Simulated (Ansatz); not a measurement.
MgI₂ (CdI2 type), relaxed with r2SCAN+rVV10, was run in Ansatz under altered settings. All numbers are computed, without spin polarisation but where a row says otherwise.

```
Mg I
1.0
     4.15721    0.00000    0.00000
    -2.07861    3.60025    0.00000
     0.00000    0.00000    6.87333
Mg I
1 2
Direct
  0.00000 0.00000 0.00000
  0.33333 0.66667 0.24262
  0.66667 0.33333 0.75738
```

The base run's other keys:
```yaml
kpoints:
  mp_grid: { grid: [6, 6, 4] }
hamiltonian:
  xc: r2scan
scf:
  occupations: { method: fixed }
  n_extra_bands: 4
```

It takes 6 iterations with 2599 plane waves at 500 eV and 24 k points, and leaves a mean stress of +0.63 GPa. The gap over this mesh is 4.134 eV. It ran on 4 threads of Arm Neoverse N1 (shared host).

Outcomes, with energy and stress as changes against the base:
```tsv
setting	outcome	ΔF (meV/atom)	Δ mean stress (GPa)	gap on the mesh (eV)	iterations	wall time
scf.convergence.dr2_threshold: 1e-12	converged	0.0	0.00	4.134	10	6 s
scf.occupations: methfessel_paxton 0.2	converged	0.0	0.00	4.134	6	4.7 s
scf.mixing.ndim: 2	converged	0.0	0.00	4.134	6	4.8 s
kpoints.mp_grid.shift: [0, 0, 0.5]	converged	0.0	0.00	4.234	6	4 s
hamiltonian.dispersion: d3bj	converged, warned	-144	-0.67	4.134	6	4.7 s
basis.xc_grid: 1	converged	-0.1	0.00	4.134	6	4.1 s
scf.occupations: fermi_dirac 0.001	converged	0.0	0.00	4.134	6	4.7 s
scf.mixing.beta: 1.0	converged	0.0	0.00	4.134	6	4.9 s
hamiltonian.pseudopotentials: nc (cutoff then 1230 eV)	converged	–	-0.01	4.136	8	19 s
scf.convergence.dr2_threshold: 0.0001	converged, warned	0.0	0.0	4.134	6	5 s
scf.occupations: gaussian 0.001	converged	0.0	0.00	4.134	6	4.7 s
scf.occupations: tetrahedron	converged, warned	0.0	–	4.134	6	4.5 s
kpoints.mp_grid.grid: [8, 8, 1]	converged	-24	-0.37	4.223	6	2.7 s
```
A dash marks a value that wasn't obtained or can't be compared. Stress is positive in compression. The base took 4.7 s.

- kpoints.mp_grid.shift: [0, 0, 0.5]. The free energy moves by 0.0 meV an atom, the mean stress by 0.00 GPa and the gap on the mesh by +0.100 eV (to 4.234). The gap changes mostly because other points are sampled; a mesh that misses a band edge overestimates it.
- hamiltonian.dispersion: d3bj. The free energy moves by -144 meV an atom, the mean stress by -0.67 GPa and the gap on the mesh by 0.000 eV (to 4.134). A pairwise correction adds to energy, forces and stress after the SCF and leaves the bands alone. Warned: dispersion damping borrowed.
- scf.convergence.dr2_threshold: 0.0001. It converges in 6 iterations, as the base does. Even so loose a threshold leaves the results unchanged here, which can't be counted on. Warned: force scf threshold loose, stress scf threshold loose.
- scf.occupations: tetrahedron. Energy, stress and gap stay within 1 meV an atom, 0.1 GPa and 0.005 eV of the base. Warned: band table not solved further, tetrahedron derivatives may miss energy slope.
- kpoints.mp_grid.grid: [8, 8, 1]. The free energy moves by -24 meV an atom, the mean stress by -0.37 GPa (single components by up to 1.3) and the gap on the mesh by +0.089 eV (to 4.223). The gap changes mostly because other points are sampled; a mesh that misses a band edge overestimates it. The mesh is too coarse.

Within 1 meV an atom, 0.1 GPa and 0.005 eV of the base stay: scf.convergence.dr2_threshold: 1e-12; scf.occupations: methfessel_paxton 0.2; scf.mixing.ndim: 2; basis.xc_grid: 1; scf.occupations: fermi_dirac 0.001; scf.mixing.beta: 1.0; scf.convergence.dr2_threshold: 0.0001; scf.occupations: gaussian 0.001; scf.occupations: tetrahedron.

Spin-orbit coupling is left out, which matters wherever the heavy atoms make up the band edges.
